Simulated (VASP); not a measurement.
KI:

```
CELL_PARAMETERS angstrom
0.00000 3.53277 3.53277
3.53277 0.00000 3.53277
3.53277 3.53277 0.00000
ATOMIC_POSITIONS crystal
I 0.50000 0.50000 0.50000
K 0.00000 0.00000 0.00000
```

Base run:

| Property | Result |
| --- | --- |
| Program | VASP 6.6.1 |
| Functional | PBE0(alpha) |
| Potentials or basis | VASP PAW PBE potentials, release 64 (I, K_sv) |
| Cutoff | 520 eV |
| k mesh | 4 × 4 × 4 |
| Occupations | fermi-dirac, width 0.05 eV |
| Spin | no spin polarisation |

Its results: band gap on the k mesh 5.31 eV, direct; pressure 0.4 GPa.

**Question.** The run is repeated on the same cell with these changes: share of exact exchange from 0.2 to 0.15. What comes out?

**Answer.** Band gap on the k mesh 4.97 eV, direct; pressure 0.5 GPa.

Caveats: the PAW data sets were made with another functional, which shifts forces and pressure a little; spin-orbit coupling is left out, which moves the levels of the heavy elements.

